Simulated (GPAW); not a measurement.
# W (Im-3m) in GPAW: single point with PBE

Aim: the single point of W with PBE.

Program: GPAW 26.7.0. These are calculated values, not measurements. Logs are shortened: lines on timing, memory, paths and dates and some standing lists are left out, and cuts for length are marked. The log counts tension as positive stress, the text compression.

## (1) Starting point

Symmetry: Im-3m, No. 229, cubic system. Conventional cell: a = 3.165 Å, b = 3.165 Å, c = 3.165 Å, α = 90.00°, β = 90.00°, γ = 90.00°. W (site symmetry m-3m) is surrounded by 8 W at 2.74 Å.

## (2) Single point, PBE

Contents of W.cif:

```cif
data_W
_cell_length_a 2.74070194
_cell_length_b 2.74070194
_cell_length_c 2.74070194
_cell_angle_alpha 109.47122063
_cell_angle_beta 109.47122063
_cell_angle_gamma 109.47122063
_space_group_name_H-M_alt 'P1'
_space_group_name_Hall 'P 1'
_space_group_IT_number 1
loop_
_space_group_symop_operation_xyz
'x,y,z'
loop_
_atom_site_label
_atom_site_type_symbol
_atom_site_symmetry_multiplicity
_atom_site_Wyckoff_symbol
_atom_site_fract_x
_atom_site_fract_y
_atom_site_fract_z
_atom_site_occupancy
W1 W 1 a 0.0000000000 0.0000000000 0.0000000000 1
```

Potentials or basis: GPAW PAW data sets (gpaw-data 1.2.1), pw.

On the command line:

```
$ OMP_NUM_THREADS=1 gpaw run W.cif -p 'mode=PW(600),xc=PBE,kpts={size:(12,12,12),gamma:True},occupations={name:fermi-dirac,width:0.05},nbands=16,convergence={density:1e-05,energy:1e-05},maxiter=150,txt=gpaw.txt' --properties efs -w gs.gpw
```

Standard output:

```text
__  _  _
 | _ |_)|_||  |
 |__||  | ||/\| - 26.7.0

Input parameters:
  mode=PW(ecut=600.0),
  convergence={'density': 1e-05, 'energy': 1e-05},
  kpts=MonkhorstPack(size=[12, 12, 12], gamma=True),
  maxiter=150,
  nbands=16,
  occupations=Occupations(name='fermi-dirac', width=0.05),
  xc=XC(name='PBE')

Diagonalizing LCAO Hamiltonian
Converting LCAO to pw mode

       W

Atoms  # Å, Bohr magnetons
|   | symbol |        x |        y |        z |    initial magnetic moments |
|---|--------|----------|----------|----------|-----------------------------|
| 0 |      W | 0.000000 | 0.000000 | 0.000000 | ( 0.0000,  0.0000,  0.0000) |

Unit cell  # Å
| periodic |         x |         y |        z |  lengths |     angles |
|----------|-----------|-----------|----------|----------|------------|
|      yes |  2.740702 |  0.000000 | 0.000000 | 2.740702 | 109.471221 |
|      yes | -0.913567 |  2.583959 | 0.000000 | 2.740702 | 109.471221 |
|      yes | -0.913567 | -1.291979 | 2.237774 | 2.740702 | 109.471221 |

Number of symmetries: 48
Symmetry operations  # r_c * U_cc + t_c -> r_c
|    | kind |            matrix            |
|----|------|------------------------------|
|  0 |  σ   |  1, 1, 1,  0, 0,-1,  0,-1, 0 |
|  1 |  C4  |  1, 1, 1,  0, 0,-1, -1, 0, 0 |
|  2 |  C2  |  1, 1, 1,  0,-1, 0,  0, 0,-1 |
|  3 |  S6  |  1, 1, 1,  0,-1, 0, -1, 0, 0 |
|  4 |  S6  |  1, 1, 1, -1, 0, 0,  0, 0,-1 |
|  5 |  C4  |  1, 1, 1, -1, 0, 0,  0,-1, 0 |
|  6 |  E   |  1, 0, 0,  0, 1, 0,  0, 0, 1 |
|  7 |  σ   |  1, 0, 0,  0, 1, 0, -1,-1,-1 |
|  8 |  σ   |  1, 0, 0,  0, 0, 1,  0, 1, 0 |
|  9 |  C3  |  1, 0, 0,  0, 0, 1, -1,-1,-1 |
| 10 |  C3  |  1, 0, 0, -1,-1,-1,  0, 1, 0 |
| 11 |  σ   |  1, 0, 0, -1,-1,-1,  0, 0, 1 |
| 12 |  σ   |  0, 1, 0,  1, 0, 0,  0, 0, 1 |
| 13 |  C2  |  0, 1, 0,  1, 0, 0, -1,-1,-1 |
| 14 |  C3  |  0, 1, 0,  0, 0, 1,  1, 0, 0 |
| 15 |  S4  |  0, 1, 0,  0, 0, 1, -1,-1,-1 |
| 16 |  S4  |  0, 1, 0, -1,-1,-1,  1, 0, 0 |
| 17 |  C3  |  0, 1, 0, -1,-1,-1,  0, 0, 1 |
| 18 |  C3  |  0, 0, 1,  1, 0, 0,  0, 1, 0 |
| 19 |  S4  |  0, 0, 1,  1, 0, 0, -1,-1,-1 |
| 20 |  σ   |  0, 0, 1,  0, 1, 0,  1, 0, 0 |
| 21 |  C3  |  0, 0, 1,  0, 1, 0, -1,-1,-1 |
| 22 |  C2  |  0, 0, 1, -1,-1,-1,  1, 0, 0 |
| 23 |  S4  |  0, 0, 1, -1,-1,-1,  0, 1, 0 |
| 24 |  C4  |  0, 0,-1,  1, 1, 1,  0,-1, 0 |
| 25 |  σ   |  0, 0,-1,  1, 1, 1, -1, 0, 0 |
| 26 |  S6  |  0, 0,-1,  0,-1, 0,  1, 1, 1 |
| 27 |  C2  |  0, 0,-1,  0,-1, 0, -1, 0, 0 |
| 28 |  C4  |  0, 0,-1, -1, 0, 0,  1, 1, 1 |
| 29 |  S6  |  0, 0,-1, -1, 0, 0,  0,-1, 0 |
| 30 |  S6  |  0,-1, 0,  1, 1, 1,  0, 0,-1 |
| 31 |  C4  |  0,-1, 0,  1, 1, 1, -1, 0, 0 |
| 32 |  C4  |  0,-1, 0,  0, 0,-1,  1, 1, 1 |
| 33 |  S6  |  0,-1, 0,  0, 0,-1, -1, 0, 0 |
| 34 |  σ   |  0,-1, 0, -1, 0, 0,  1, 1, 1 |
| 35 |  C2  |  0,-1, 0, -1, 0, 0,  0, 0,-1 |
| 36 |  C2  | -1, 0, 0,  1, 1, 1,  0, 0,-1 |
| 37 |  S6  | -1, 0, 0,  1, 1, 1,  0,-1, 0 |
| 38 |  S6  | -1, 0, 0,  0, 0,-1,  1, 1, 1 |
| 39 |  C2  | -1, 0, 0,  0, 0,-1,  0,-1, 0 |
| 40 |  C2  | -1, 0, 0,  0,-1, 0,  1, 1, 1 |
| 41 |  i   | -1, 0, 0,  0,-1, 0,  0, 0,-1 |
| 42 |  S4  | -1,-1,-1,  1, 0, 0,  0, 1, 0 |
| 43 |  C3  | -1,-1,-1,  1, 0, 0,  0, 0, 1 |
| 44 |  C3  | -1,-1,-1,  0, 1, 0,  1, 0, 0 |
| 45 |  σ   | -1,-1,-1,  0, 1, 0,  0, 0, 1 |
| 46 |  S4  | -1,-1,-1,  0, 0, 1,  1, 0, 0 |
| 47 |  C2  | -1,-1,-1,  0, 0, 1,  0, 1, 0 |

BZ-sampling:
  Number of BZ points: 1728
  Number of IBZ points: 72

  Monkhorst-Pack size: [12, 12, 12]
  Monkhorst-Pack shift: [0.041666666666666664, 0.041666666666666664, 0.041666666666666664]

K-points  # in reciprocal-cell coordinates
|     |                                coordinates |     weight |
|-----|--------------------------------------------|------------|
|   0 | ( -0.00000000,  -0.00000000,  -0.00000000) | 0.00057870 |
|   1 | (  0.08333333,  -0.00000000,  -0.00000000) | 0.00694444 |
|   2 | (  0.08333333,   0.08333333,  -0.08333333) | 0.00347222 |
|   3 | (  0.16666667,  -0.00000000,  -0.08333333) | 0.01388889 |
|   4 | (  0.16666667,  -0.00000000,  -0.00000000) | 0.00694444 |
|   5 | (  0.16666667,   0.08333333,  -0.08333333) | 0.01388889 |
|   6 | (  0.16666667,   0.16666667,  -0.16666667) | 0.00347222 |
|   7 | (  0.25000000,  -0.08333333,  -0.08333333) | 0.00462963 |
|   8 | (  0.25000000,  -0.00000000,  -0.08333333) | 0.02777778 |
|   9 | (  0.25000000,  -0.00000000,  -0.00000000) | 0.00694444 |
| ... |                                            |            |
|  71 | (  0.50000000,   0.50000000,   0.50000000) | 0.00057870 |

Plane wave coefficients: 543
Cutoff: 600.0 eV

Spin-components: 1 (collinear spins)
Bands:           16
Projectors:      6
Spin-degeneracy: 2
Datatype:        complex128

Density:
  Valence electrons: 14.0
  Components: 1
  Grid points: [16 16 16]
  Charge: 0.0  # |e|

Potential:
  Grid points: [16 16 16]

species:
  W:
    name:    Tungsten
    Z:       74.0
    valence: 14
    core:    60
    charge:  0.0  # [|e|]
    compensation charges:
      type: gauss
      rc: 0.40  # [Å]
      lmax: 2
    cutoffs:
      filter: 2.36  # [Å]
      core: 3.02  # [Å]
    projectors
    | kind |    occ | energy [eV] | rcut [Å] |
    |------|--------|-------------|----------|
    |   5s |  2.000 |     -78.830 |    1.344 |
    |   6s |  2.000 |      -5.697 |    1.344 |
    |   5p |  6.000 |     -43.233 |    1.355 |
    |   6p |  0.000 |      -1.367 |    1.355 |
    |   5d |  4.000 |      -4.494 |    1.228 |
    |    d |        |      22.717 |    1.228 |

    Using partial waves for W as LCAO basis

Reference energy: -438771.671655  # eV

eigensolver:
  PPCG
  Converge bands: occupied
  niter=2

density mixing:
  MSR1-Mixer
  Pratt-step length: 0.05
  Maximum mixing coefficient: 0.75
  Old densities: 10
  SVD Regularization: 0.005
  Good broyden scale: 1.0
  Trust region scale: 1.0
  Backstep threshold: 4.0
  History deletion threshold: 6.0
  Fourier metric: weight=20.0, sigma=0.015

occupation numbers:
  Fermi-Dirac:
    width: 0.0500  # eV

poisson solver:
  ecut: 4800.0  # eV

xc functional:
  name: PBE with 2 nearest neighbor stencil

convergence criteria:
- Maximum integral of absolute [dens]ity change: 1e-05 electrons / valence electron
- Maximum [total energy] change in last 3 cyles: 1e-05 eV / valence electron
- Maximum integral of absolute [eigenst]ate change: 4e-08 eV^2 / valence electron
maximum number of iterations: 150

SCF iterations
|iter     | |      energy | eigst |  dens |
|---------|-|-------------|-------|-------|
|iter:   1| |  -11.804746 | -0.16 |       |
|iter:   2| |  -11.766227 | -3.31 | -1.22 |
|iter:   3| |  -11.573516 | -2.19 | -1.25 |
|iter:   4| |  -11.576357 | -3.73 | -1.94 |
|iter:   5| |  -11.577388 | -4.77 | -2.33 |
|iter:   6| |  -11.577385 | -6.72 | -3.77 |
|iter:   7| |  -11.577386c| -8.22c| -4.23 |
|iter:   8| |  -11.577386c| -8.48c| -5.10c|

Converged in 8 steps
Energy contributions relative to reference atoms: (reference = -438771.671655)

Energy contributions:
  Kinetic:           7.920877
  Coulomb:          -9.503866
  Zero:             -0.005563
  External:          0.000000
  Xc:               -9.986449
  Entropy:          -0.004768
  Spinorbit:         0.000000
  ----------------------------
  Free energy:     -11.579770
  Extrapolated:    -11.577386

dipole moment: (-3.408851, -4.820843, -8.349946)  # |e|*Ang

Fermi level: 14.540
Eigenvalues  # (at kpt = [-0.000, -0.000, -0.000])
| band index |      eig [eV] | occ [0-2] |
|------------|---------------|-----------|
|          0 |       -59.346 |     2.000 |
|          1 |       -23.175 |     2.000 |
|          2 |       -23.175 |     2.000 |
|          3 |       -23.175 |     2.000 |
|          4 |         5.046 |     2.000 |
|          5 |        13.402 |     2.000 |
|          6 |        13.402 |     2.000 |
|          7 |        13.402 |     2.000 |
|          8 |        16.871 |     0.000 |
|          9 |        16.871 |     0.000 |
|         10 |        29.418 |     0.000 |
|         11 |        29.418 |     0.000 |
|         12 |        29.418 |     0.000 |
|         13 |        41.422 |     0.000 |
|         14 |        41.422 |     0.000 |
|         15 |        44.587 |     0.000 |

No gap
No difference between direct/indirect transitions

Forces  # eV/Ang
|       x |        y |       z |
|---------|----------|---------|
| 0.00000 | -0.00000 | 0.00000 |  # W    0

Stress tensor  # eV/Ang^3
|         x |         y |         z |
|-----------|-----------|-----------|
| -0.034793 |  0.000000 |  0.000000 |
|  0.000000 | -0.034793 |  0.000000 |
|  0.000000 |  0.000000 | -0.034793 |

# Writing to gs.gpw (mode='')
```

Run time: 9.2 s. Hardware: 1 thread of Intel Xeon Platinum 8488C (Sapphire Rapids), shared host; peak memory 0.14 GiB.

Results:

```yaml
Free_energy: -11.5798 eV
Pressure: 5.6 GPa
Band_gap_on_the_k_mesh: none (metal or under the smearing width)
```

Levels at points of the mesh, in eV from the Fermi level:
| k point | band 4 | band 5 | band 6 | band 7 | band 8 | band 9 | band 10 | band 11 |
| --- | --- | --- | --- | --- | --- | --- | --- | --- |
| (0.00, 0.00, 0.00) | -37.71 | -9.49 | -1.14 | -1.14 | -1.14 | 2.33 | 2.33 | 14.88 |
| (0.50, 0.50, 0.00) | -37.72 | -6.16 | -3.47 | 0.76 | 2.23 | 3.21 | 6.24 | 11.20 |
| (0.50, 0.50, 0.50) | -38.61 | -5.73 | -5.73 | 5.25 | 5.25 | 5.25 | 8.36 | 8.36 |

Spin-orbit coupling is left out, which matters for the levels of W.

## (3) For comparison

An earlier run on the cell as given: functional PBE; potentials or basis GPAW PAW data sets (gpaw-data 1.2.1); cutoff 600 eV; basis pw; k mesh 12 × 12 × 12; occupations fermi-dirac, width 0.05 eV; no spin polarisation.

- Pressure: 5.6 GPa
- Band gap on the k mesh: none (metal or under the smearing width)
